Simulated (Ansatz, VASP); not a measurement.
## One calculation of Ge, two programs

Contents of INCAR:

```
PREC = Accurate
ENCUT = 520
EDIFF = 1E-7
ISMEAR = -1
SIGMA = 0.02
LREAL = False
LASPH = True
NELM = 60
ALGO = Normal
ISIF = 2
LWAVE = False
LCHARG = False
GGA = PE
NBANDS = 21
```

File KPOINTS:

```
Automatic mesh
0
Gamma
  6 6 6
```

File POSCAR:

```
Ge
1.0
    0.0000000000      2.8368735121      2.8368735121
    2.8368735121      0.0000000000      2.8368735121
    2.8368735121      2.8368735121      0.0000000000
Ge
2
Direct
    0.0000000000      0.0000000000      0.0000000000
    0.2500000000      0.2500000000      0.2500000000
```

Input for Ansatz:

```yaml
crystal:
  lattice:
    - [0.0, 2.8368735121, 2.8368735121]
    - [2.8368735121, 0.0, 2.8368735121]
    - [2.8368735121, 2.8368735121, 0.0]
  atoms:
    - { symbol: Ge, position: [0.0, 0.0, 0.0] }
    - { symbol: Ge, position: [0.25, 0.25, 0.25] }
kpoints:
  mp_grid: { grid: [6, 6, 6] }
hamiltonian:
  xc: pbe
scf:
  occupations: { method: fermi_dirac, width: 0.02 }
  n_extra_bands: 4
output:
  forces: true
  stress: true
  eigenvalues: true
```

The cell was built by a generator and needn't be a form met in nature.

Alike in both runs: task single point; functional PBE; k mesh 6 × 6 × 6; occupations fermi-dirac, width 0.02 eV; no spin polarisation.

|  | VASP | Ansatz |
| --- | --- | --- |
| version | VASP 6.6.1 | Ansatz 0.2.0 |
| potentials or method | VASP PAW PBE potentials, release 64 (Ge_d) | plane waves, PAW |
| plane-wave cutoff (eV) | 520 | 420 |
| valence electrons in the cell | 28 | 28 |

Ansatz gave:

| Property | Result |
| --- | --- |
| pressure (GPa) | 3.1 |

Estimate VASP's values.

pressure (GPa): 3.0.

Caveats: this crystal is a semiconductor, whose small gap the functional closes, so the metal is an error of the method.
